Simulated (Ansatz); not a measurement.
Runs of Ansatz 0.2.0 on NbAs. Symmetry: I4_1md, No. 109, tetragonal system. Conventional cell: a = 3.452 Å, b = 3.452 Å, c = 11.680 Å, α = 90.00°, β = 90.00°, γ = 90.00°. Nb (site symmetry 2mm) has 6 As at 2.60 to 2.63 Å as nearest neighbours. Around As (site symmetry 2mm) lie 6 Nb at 2.60 to 2.63 Å. 

```csv
task,level,potentials or basis,U,cell,k mesh,cutoff (eV),smearing,points for each segment of the path,hubbard projectors,double counting,mesh quality,gap on the mesh (eV),pressure (GPa),largest force (eV/Å)
band structure,HSE03,Ansatz PAW,-,as given,6 × 6 × 6,420,fermi-dirac 0.05 eV,4,-,-,coarse,-,-,0.29
phonons,PBE,Ansatz PAW,-,as given,8 × 8 × 8,420,fermi-dirac 0.05 eV,-,-,-,not flagged,none,-,-
projected density of states,PBEsol+U,Ansatz PAW,Nb d U = 6 eV,as given,11 × 11 × 11,420,fermi-dirac 0.05 eV,-,ortho-atomic (the default),fll (the default),not flagged,none,2.3,0.06
band structure,r2SCAN0,Ansatz PAW,-,as given,6 × 6 × 6,500,fermi-dirac 0.05 eV,4,-,-,coarse,-,-,0.31
projected density of states,LDA+U,Ansatz PAW,Nb d U = 1 eV,as given,11 × 11 × 11,420,fermi-dirac 0.05 eV,-,ortho-atomic (the default),fll (the default),not flagged,none,(a),0.27
projected density of states,PBEsol+U,Ansatz PAW,Nb d U = 3 eV,as given,11 × 11 × 11,420,fermi-dirac 0.05 eV,-,ortho-atomic (the default),fll (the default),not flagged,none,-1.3,0.28
band structure,HSEsol,Ansatz PAW,-,as given,6 × 6 × 6,420,fermi-dirac 0.05 eV,4,-,-,coarse,-,-,0.28
relaxation of cell and atoms,revPBE+D3(BJ),Ansatz PAW,-,relaxed,11 × 11 × 11,420,fermi-dirac 0.05 eV,-,-,-,not flagged,-,0.0,-
band structure,LDA,Ansatz PAW,-,as given,11 × 11 × 11,420,fermi-dirac 0.05 eV,14,-,-,not flagged,none,-5.5,0.28
single point,PBE,Ansatz PAW,-,as given,11 × 11 × 11,420,gaussian 0.016 eV,-,-,-,not flagged,0.02,3.3,(b)
single point,LDA,Ansatz PAW,-,as given,11 × 11 × 11,420,gaussian 0.1 eV,-,-,-,not flagged,none,-5.5,0.28
```

Alike in all rows: no spin polarisation.

Estimate the missing entries.

(a) -5.2; (b) 0.30.

Caveats: some runs use coarse meshes; the PAW data sets come from PBE, with cores solved anew for the run's functional, which leaves a small shift of forces and pressure (some runs); the k mesh misses the band edges, so the gap on the mesh is wider than the one along the path (some runs); U without spin polarisation on a metal has little footing (some runs); the U is typed as a test and isn't derived for this compound (some runs); the density of states is complete only up to the lowest level of the last band computed (some runs); the potentials were made for another functional, which shifts forces and pressure (some runs); the plane-wave basis is chosen anew once the cell has moved, so the energies of steps on either side of that aren't comparable (some runs).

A k mesh can miss the band edges, and the runs leave out spin-orbit coupling on As, Nb.

A gap of «none» marks a metal or a gap under the smearing width.

Not every run made on this cell is shown here.
